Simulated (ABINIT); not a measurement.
# A GW chain in ABINIT: CdS (Greenockite), part 3 of 3

How does a plane-wave GW calculation on CdS (Greenockite) run from the first input to the gap?

ABINIT 10.8.3; PBE and many-body steps on it, plane waves. Known limits of the many-body steps: not at the basis limit; no spin-orbit coupling; coarse k mesh.

So far. Step 3 (Bands along the symmetry lines): The gap is 1.196 eV, as in the run before at this level. Step 4 (Empty states on the mesh, 3×3×2 mesh, 129 bands): On this mesh the gap is 1.196 eV.

The database entry behind the starting cell differs from later determinations by our own check (about 0.35 % long), so it need not match the best structure at ambient conditions.

## (5) Screening, 3×3×2 mesh, 119 bands, screening to 106.1 eV

The RPA dielectric matrix is built and inverted for each q.

This step: RPA screening on PBE, plane waves, norm-conserving pseudopotentials.

The input, run.abi:

```
acell 3*1.0 Angstrom
rprim 
  4.149999999997 0.000000000001 0.000000000000
  -2.074999999999 3.594005425702 0.000000000000
  0.000000000000 0.000000000000 6.737000000000
ntypat 2
znucl 48 16
natom 4
typat 1 1 2 2
xred 
  0.333333333333 0.666666666667 0.000000000000
  0.666666666667 0.333333333333 0.500000000000
  0.333333333333 0.666666666667 0.375000000000
  0.666666666667 0.333333333333 0.875000000000
pp_dirpath "pseudos"
pseudos "Cd.upf, S.upf"
ecut 47
ngkpt 3 3 2
nshiftk 1
shiftk 0 0 0
kptopt 1
chksymbreak 0
istwfk *1
occopt 1
irdwfk 1
optdriver 3
nband 119
ecuteps 3.9
inclvkb 2
awtr 1
symchi 1
indata_prefix "in"
outdata_prefix "out"
tmpdata_prefix "tmp"
```

Launch:

```bash
> OMP_NUM_THREADS=1 mpirun -n 8 abinit run.abi > log
```

Numbers of over 12 decimals in the logs are rounded to 6 here.

Log:

```text
.Version 10.8.3 of ABINIT. v10.8.2 released Aug 2026.

 Symmetries : space group P6_3 m c (#186); Bravais hP (primitive hexag.)
[... echo of the input left out ...]
== DATASET  1 ==================================================================
-   mpi_nproc: 8, omp_nthreads: 1 (-1 if OMP is not activated)

--- !DatasetInfo
iteration_state: {dtset: 1, }
dimensions: {natom: 4, nkpt: 6, mband: 119, nsppol: 1, nspinor: 1, nspden: 1, mpw: 10458, }
cutoff_energies: {ecut:  47.0, pawecutdg:  -1.0, }
electrons: {nelect:   5.20000000E+01, charge:   0.00000000E+00, occopt:   1.00000000E+00, tsmear:   1.00000000E-02, }

 SCREENING: Calculation of the susceptibility and dielectric matrices

 Based on a program developped by R.W. Godby, V. Olevano, G. Onida, and L. Reining.
 Incorporated in ABINIT by V. Olevano, G.-M. Rignanese, and M. Torrent.
.Using double precision arithmetic ; gwpc =  8

[... cell and pseudopotentials left out ...]
--------------------------------------------------------------------------------

 ==== K-mesh for the wavefunctions ====
 Number of points in the irreducible wedge :     6
[... list of points left out ...]
 Together with 12 symmetry operations and time-reversal symmetry
 yields    18 points in the full Brillouin Zone.

 ==== Q-mesh for the screening function ====
 Number of points in the irreducible wedge :     6
[... list of points left out ...]
 Together with 12 symmetry operations and time-reversal symmetry
 yields    18 points in the full Brillouin Zone.

 setmesh: FFT mesh size selected  =    27x   27x   54
          total number of points  =        39366

 vcoul_init : cutoff-mode = AUXILIARY_FUNCTION
 q-points for optical limit:   1
     1)      0.000010    0.000020    0.000030

- screening: taking advantage of time-reversal symmetry
- Maximum band index for partially occupied states nbvw = 26
- Remaining bands to be divided among processors   nbcw = 93
- Number of bands treated by each node ~11

 Number of electrons calculated from density =   52.0000; Expected =   52.0000
 average of density, n =  0.076686
 r_s =    1.4602
 omega_plasma =   26.7124 [eV]

 calculating chi0 at frequencies [eV] :
  1    0.000000E+00    0.000000E+00
  2    0.000000E+00    2.671236E+01

--------------------------------------------------------------------------------
  q-point number  1        q = ( 0.000000, 0.000000, 0.000000) [r.l.u.]
--------------------------------------------------------------------------------
[... chi0 elements left out ...]
 For q-point:  0.000010 0.000020 0.000030
  dielectric constant =  13.4685
  dielectric constant without local fields =  14.2531

  Average fulfillment of the sum rule on Im[epsilon] for q-point    1 :     48.79  [%]
[... wings left out ...]
  q-point number  2        q = ( 0.333333, 0.000000, 0.000000) [r.l.u.]
--------------------------------------------------------------------------------
[... chi0 elements left out ...]
  Average fulfillment of the sum rule on Im[epsilon] for q-point    2 :     53.76  [%]

 [... 4 further q-points ...]
```

Run time: 27 s. Hardware: 8 MPI ranks of Arm Neoverse V1, shared host; peak memory 2.2 GiB.

This step gave:

- ε∞ with local fields, on this mesh, along the program's q direction: 13.47
- the same without local fields: 14.25
- plasma frequency: 26.71 eV
- plane waves in the screening matrix: 251

Local fields lower ε∞ by 6 %. On a Γ-centred mesh this coarse the value itself is usually too large, while a short band sum pulls it down.

## (6) Self-energy, 3×3×2 mesh, 119 bands, screening to 106.1 eV

The self-energy is evaluated for the states that the input lists, and the levels follow from it, in one-shot runs by the linearised quasiparticle equation.

This step: G0W0 on PBE, plane waves, norm-conserving pseudopotentials.

run.abi: that of step 5 with these lines changed.

```diff
@@ -25,8 +25,15 @@
 irdwfk 1
-optdriver 3
+optdriver 4
 nband 119
+gwcalctyp 0
+ecutsigx 47
+symsigma 1
+nkptgw 1
+kptgw 
+  0.0000000000 0.0000000000 0.0000000000
+bdgw 
+  25 28
 ecuteps 3.9
-inclvkb 2
-awtr 1
-symchi 1
+irdscr 1
+ppmodel 1
 indata_prefix "in"
```

Log:

```text
.Version 10.8.3 of ABINIT. v10.8.2 released Aug 2026.

 Symmetries : space group P6_3 m c (#186); Bravais hP (primitive hexag.)
[... echo of the input left out ...]
== DATASET  1 ==================================================================
-   mpi_nproc: 8, omp_nthreads: 1 (-1 if OMP is not activated)

--- !DatasetInfo
iteration_state: {dtset: 1, }
dimensions: {natom: 4, nkpt: 6, mband: 119, nsppol: 1, nspinor: 1, nspden: 1, mpw: 10458, }
cutoff_energies: {ecut:  47.0, pawecutdg:  -1.0, }
electrons: {nelect:   5.20000000E+01, charge:   0.00000000E+00, occopt:   1.00000000E+00, tsmear:   1.00000000E-02, }

 SIGMA: Calculation of the GW corrections

 Based on a program developped by R.W. Godby, V. Olevano, G. Onida, and L. Reining.
 Incorporated in ABINIT by V. Olevano, G.-M. Rignanese, and M. Torrent.
.Using double precision arithmetic ; gwpc =  8

[... cell and pseudopotentials left out ...]
--------------------------------------------------------------------------------

 ==== K-mesh for the wavefunctions ====
 Number of points in the irreducible wedge :     6
[... list of points left out ...]
 Together with 12 symmetry operations and time-reversal symmetry
 yields    18 points in the full Brillouin Zone.

 ==== Q-mesh for screening function ====
 Number of points in the irreducible wedge :     6
[... list of points left out ...]
 Together with 12 symmetry operations and time-reversal symmetry
 yields    18 points in the full Brillouin Zone.

 vcoul_init : cutoff-mode = AUXILIARY_FUNCTION
 q-points for optical limit:   1
     1)      0.000010    0.000020    0.000030
 setmesh: FFT mesh size selected  =    45x   45x   80
          total number of points  =       162000

 Number of electrons calculated from density =   52.0000; Expected =   52.0000
 average of density, n =  0.076686
 r_s =    1.4602
 omega_plasma =   26.7124 [eV]

 === KS Band Gaps ===
  >>>> For spin  1
   Minimum direct gap =   1.1956 [eV], located at k-point      :   0.0000  0.0000  0.0000
   Fundamental gap    =   1.1956 [eV], Top of valence bands at :   0.0000  0.0000  0.0000
                                       Bottom of conduction at :   0.0000  0.0000  0.0000
 SIGMA fundamental parameters:
 PLASMON POLE MODEL  1
 number of plane-waves for SigmaX                10383
 number of plane-waves for SigmaC and W            251
 number of plane-waves for wavefunctions         10383
 number of bands                                   119
 number of independent spin polarizations            1
 number of spinorial components                      1
 number of k-points in IBZ                           6
 number of q-points in IBZ                           6
 number of symmetry operations                      12
 number of k-points in BZ                           18
 number of q-points in BZ                           18
 number of frequencies for dSigma/dE                 9
 frequency step for dSigma/dE [eV]                0.25
 number of omega for Sigma on real axis              0
 max omega for Sigma on real axis  [eV]           0.00
 zcut for avoiding poles [eV]                     0.10

 EPSILON^-1 parameters (SCR file):
 dimension of the eps^-1 matrix on file            251
 dimension of the eps^-1 matrix used               251
 number of plane-waves for wavefunctions         10383
 number of bands                                   119
 number of q-points in IBZ                           6
 number of frequencies                               2
 number of real frequencies                          1
 number of imag frequencies                          1

 matrix elements of self-energy operator (all in [eV])

 Perturbative Calculation

--- !SelfEnergy_ee
iteration_state: {dtset: 1, }
kpoint     : [   0.000,    0.000,    0.000, ]
spin       : 1
KS_gap     :    1.196
QP_gap     :    2.035
Delta_QP_KS:    0.840
data: !SigmaeeData |
     Band     E0 <VxcDFT>   SigX SigC(E0)      Z dSigC/dE  Sig(E)    E-E0       E
       25   4.218 -15.295 -18.267   2.533   0.780  -0.282 -15.638  -0.343   3.876
       26   4.218 -15.295 -18.267   2.533   0.780  -0.282 -15.638  -0.343   3.876
       27   5.414 -10.655  -6.560  -3.484   0.814  -0.229 -10.158   0.497   5.911
       28   7.010 -11.001  -6.530  -3.700   0.815  -0.226 -10.372   0.629   7.639

== END DATASET(S) ==============================================================
================================================================================

 -outvars: echo values of variables after computation  --------
           etotal      0.0000000000E+00
            nband         119
             nkpt           6
          spgroup         186
 [... the other variables as echoed above ...]

 Calculation completed.
```

It took 4.7 s on 8 MPI ranks; peak memory 1.5 GiB; 37 s of CPU time.

Numbers from this step:

* G0W0 gap on the points computed: 2.035 eV
* starting gap on the mesh: 1.196 eV
* k of the valence top: 0, 0, 0
* k of the conduction bottom: 0, 0, 0
* Z at the valence top: 0.78
* Z at the conduction bottom: 0.814
* least direct G0W0 gap on the computed points: 2.035 eV

The gap on the mesh goes from 1.20 eV to 2.03 eV, a correction of +0.84 eV.

Limits: finite bands, cutoff and mesh; no spin-orbit coupling; coarse k mesh. v1 is the top filled band, c1 the lowest empty one. Levels before and after the correction, in eV, zero at the valence-band top of each column:

```tsv
	conduction bottom	valence top
Kohn-Sham	1.20	0.00
G0W0	2.04	0.00
```

```tsv
	level	energy (eV)
Kohn-Sham	Γ v2-v1	0.000
Kohn-Sham	Γ c1	1.196
Kohn-Sham	Γ c2	2.792
G0W0	Γ v2-v1	0.000
G0W0	Γ c1	2.035
G0W0	Γ c2	3.763
```

## (7) Where the time went

Times are wall times on 8 MPI ranks of Arm Neoverse V1, shared host, good to a factor of about two.

```tsv
step	time	share	memory (GiB)
ground state	59 s	23 %	0.96
bands along the symmetry lines	1.7 min	40 %	1.0
empty states on the mesh	61 s	24 %	0.83
screening	27 s	11 %	2.2
self-energy	4.7 s	2 %	1.5
```

## (8) Summary of results

```json
{
  "PBE gap": "1.20 eV, direct",
  "G0W0 gap on the mesh": "2.03 eV",
  "GW settings": "3×3×2 mesh, 119 bands, screening to 106.1 eV, Godby-Needs plasmon pole",
  "known limits": "not at the basis limit; no spin-orbit coupling; coarse k mesh"
}
```

What this shows: G0W0 moves the gap on the mesh from 1.20 eV to 2.03 eV (+0.84 eV), with Z of 0.78 and 0.81 at the edges. Local fields lower the RPA ε∞ on this mesh from 14.25 to 13.47; a Γ-centred mesh this coarse tends to raise both, most where the direct gap is narrow, while a short band sum lowers them. Only 1 of the mesh's irreducible points was corrected, so a valley elsewhere could overtake. The dearest step here is «bands along the symmetry lines». Bands and cutoff are finite, so the gap is not at the basis limit. The miss can reach some tenths of an eV and take either sign; the mesh is an error of its own. In the G0W0 run levels were corrected at 1 k point alone, so a gap called «on the mesh» is the least over those, and an edge elsewhere would be missed. The 3×3×2 mesh is coarse for this cell, which bears on the long-range parts of exchange and screening. The many-body steps are scalar-relativistic: spin-orbit coupling is not in them.

[Paths, hosts, dates, memory and timing lines, banners, echoed tables and standing remarks are left out of the program output.]

[Logs are printed without paths, hosts, clocks, repeated set-up lines and the standing remarks that a program may print on its own settings, such as how far it seeks lower states.]

[Runs of the session that timed out or met a known fault of the program may be left out.]

[Hosts, paths, dates, database ids (printed as entryN), source tags and the programs' standing remarks are cut or masked in the printed files.]

[G0W0 gaps are taken among the corrected bands and points alone; a level outside them can change the order at an edge.]

[Where Ansatz stands beside ABINIT at settings called matched, ABINIT's density can come from a denser mesh and the files from another edition; pairs whose starting gaps differed by over 0.03 eV were left out, so agreement reads better than it is.]
